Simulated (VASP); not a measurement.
Wanted: the native input for a VASP 6.6.1 run.

- Task: relaxation of cell and atoms
- Functional: revPBE
- Potentials or basis: VASP PAW PBE potentials, release 64 (W_sv, C)
- Cutoff: 600 eV
- k mesh: 10 × 10 × 9
- Occupations: fermi-dirac, width 0.05 eV
- Spin: no spin polarisation
- Further INCAR settings: ALGO = Normal; EDIFF = 1e-07; IBRION = 2; EDIFFG = -0.005; NSW = 60; ISIF = 3

The structure of WC (Qusongite) lies in POSCAR:

```
WC
1.0
    2.9065000000      0.0000000000      0.0000000000
   -1.4532500000      2.5171028361      0.0000000000
    0.0000000000      0.0000000000      2.8366000000
W C
1 1
Direct
    0.0000000000      0.0000000000      0.0000000000
    0.6666666667      0.3333333333      0.5000000000
```

These files were run (other wordings do the same):

INCAR

```
ALGO = Normal
EDIFF = 1E-7
EDIFFG = -0.005
ENCUT = 600
GGA = RE
IBRION = 2
ISIF = 3
ISMEAR = -1
LASPH = T
LCHARG = F
LREAL = F
LWAVE = F
NELM = 60
NSW = 60
PREC = Accurate
SIGMA = 0.05
```

KPOINTS

```
k-points
0
Gamma
  10 10 9
```

Potentials or basis: VASP PAW PBE potentials, release 64 (W_sv, C).

Launch:

```sh
$ cat potpaw_PBE.64/W_sv/POTCAR potpaw_PBE.64/C/POTCAR > POTCAR
$ mpirun -np 1 vasp_std > vasp.out
```

Results of the run:

The relaxed volume is 10.64 Å³/atom and the relaxed cell is a = 2.933 Å, b = 2.933 Å, c = 2.856 Å, α = 90.00°, β = 90.00°, γ = 120.00°. The space group after relaxing (to 0.05 Å) is P-6m2 (No. 187) and the energy gained by relaxing is 7.8 meV/atom. The ionic steps are 6. The pressure after relaxing is 0.0 GPa. The band gap on the k mesh is none (metal or under the smearing width).

Caveat: the PAW data sets were made with another functional, which shifts forces and pressure a little.

It took 34 s on 1 thread of Intel(R) Xeon(R) Platinum 8488C (Sapphire Rapids), with other jobs on the host, peak memory 0.16 GiB.
